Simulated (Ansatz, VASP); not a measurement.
## Two plane-wave programs on CdTe

Contents of INCAR:

```
SYSTEM = CdTe
PREC     = Accurate       ! precision mode
ENCUT    = 520            ! plane-wave cutoff, eV
EDIFF    = 1E-6           ! SCF threshold, eV
ISMEAR   = 0              ! smearing method
SIGMA    = 0.05           ! smearing width, eV
LREAL    = .False.        ! projectors in reciprocal space
LASPH    = .True.         ! aspherical terms in the spheres
NELM     = 100            ! most SCF steps
ALGO     = Normal         ! electronic algorithm
ISIF     = 2              ! what is computed and relaxed
LWAVE    = .False.        ! write WAVECAR
LCHARG   = .True.         ! write CHGCAR
GGA      = PE             ! functional
LELF     = .True.         ! ELF
LVHAR    = .True.       
NBANDS   = 16             ! bands
```

Contents of KPOINTS:

```
regular mesh
0
Gamma
  4 4 4
  0 0 0
```

File POSCAR:

```
CdTe
1.0
    0.0000000000      3.3137801755      3.3137801755
    3.3137801755      0.0000000000      3.3137801755
    3.3137801755      3.3137801755      0.0000000000
Cd Te
1 1
Direct
    0.0000000000      0.0000000000      0.0000000000
    0.2500000000      0.2500000000      0.2500000000
```

Input for Ansatz:

```yaml
crystal:
  lattice:
    - [0.0, 3.3137801755, 3.3137801755]
    - [3.3137801755, 0.0, 3.3137801755]
    - [3.3137801755, 3.3137801755, 0.0]
  atoms:
    - { symbol: Cd, position: [0.0, 0.0, 0.0] }
    - { symbol: Te, position: [0.25, 0.25, 0.25] }
basis:
  ecutwfc: 420
kpoints:
  mp_grid: { grid: [4, 4, 4] }
hamiltonian:
  xc: pbe
scf:
  occupations: { method: gaussian, width: 0.05 }
output:
  forces: true
  stress: true
  eigenvalues: true
```

The cell was built by a generator and isn't the measured one.

Alike in both runs: task single point; functional PBE; k mesh 4 × 4 × 4; occupations gaussian, width 0.05 eV; no spin polarisation.

|  | VASP | Ansatz |
| --- | --- | --- |
| version | VASP 6.6.1 | Ansatz 0.2.0 |
| potentials or method | VASP PAW PBE potentials, release 64 (Cd, Te) | scalar-relativistic, plane waves, PAW |
| plane-wave cutoff (eV) | 520 | 420 |
| valence electrons in the cell | 18 | 36 |

VASP gave:

| Item | Value |
| --- | --- |
| gap on the k mesh at the Fermi level (eV) | 0.56 |
| least direct gap on the mesh (eV) | 0.56 |
| pressure (GPa) | 0.1 |

What did Ansatz give for the same quantities?

gap on the k mesh at the Fermi level (eV): 0.56; least direct gap on the mesh (eV): 0.56; pressure (GPa): 0.0.

The two sets of potentials don't hold the same shells in valence.

Caveats: spin-orbit coupling is left out, which moves the levels of the heavy elements.
